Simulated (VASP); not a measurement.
Write the native input for VASP 6.6.1 that does the following.

| Property | Result |
| --- | --- |
| Task | band structure |
| Functional | r2SCAN |
| Potentials or basis | VASP PAW PBE potentials, release 64 (Al) |
| Cutoff | 520 eV |
| k mesh | 11 × 11 × 11 |
| Occupations | fermi-dirac, width 0.05 eV |
| Spin | no spin polarisation |
| Further INCAR settings | ALGO = Normal; EDIFF = 1e-07 |

The structure of Al lies in POSCAR:

```
Al
1.0
    0.0000000000      2.0248050000      2.0248050000
    2.0248050000      0.0000000000      2.0248050000
    2.0248050000      2.0248050000      0.0000000000
Al
1
Direct
    0.0000000000      0.0000000000      0.0000000000
```

One way to write it, as run:

INCAR

```
ALGO = Normal
EDIFF = 1E-7
ENCUT = 520
ISIF = 2
ISMEAR = -1
LASPH = T
LCHARG = F
LMIXTAU = T
LREAL = F
LWAVE = F
METAGGA = R2SCAN
NELM = 100
PREC = Accurate
SIGMA = 0.05
```

KPOINTS

```
k-points
0
Gamma
  11 11 11
```

KPOINTS_OPT

```
path GXWKGLUWLK,UX
15
line-mode
reciprocal
 0.0000000000  0.0000000000  0.0000000000  G
 0.5000000000  0.0000000000  0.5000000000  X

 0.5000000000  0.0000000000  0.5000000000  X
 0.5000000000  0.2500000000  0.7500000000  W

 0.5000000000  0.2500000000  0.7500000000  W
 0.3750000000  0.3750000000  0.7500000000  K

 0.3750000000  0.3750000000  0.7500000000  K
 0.0000000000  0.0000000000  0.0000000000  G

 0.0000000000  0.0000000000  0.0000000000  G
 0.5000000000  0.5000000000  0.5000000000  L

 0.5000000000  0.5000000000  0.5000000000  L
 0.6250000000  0.2500000000  0.6250000000  U

 0.6250000000  0.2500000000  0.6250000000  U
 0.5000000000  0.2500000000  0.7500000000  W

 0.5000000000  0.2500000000  0.7500000000  W
 0.5000000000  0.5000000000  0.5000000000  L

 0.5000000000  0.5000000000  0.5000000000  L
 0.3750000000  0.3750000000  0.7500000000  K

 0.6250000000  0.2500000000  0.6250000000  U
 0.5000000000  0.0000000000  0.5000000000  X
```

Potentials or basis: VASP PAW PBE potentials, release 64 (Al).

Run with:

```console
$ cat potpaw_PBE.64/Al/POTCAR > POTCAR
$ mpirun -np 1 vasp_std > vasp.out
```

It gave:

The pressure is -3.6 GPa. The band gap along the path is none (metal or under the smearing width).

Caveat: the PAW data sets were made with another functional, which shifts forces and pressure a little.

It took 22 s on 1 thread of Intel(R) Xeon(R) 6975P-C (Granite Rapids), with other jobs on the host, peak memory 0.13 GiB.
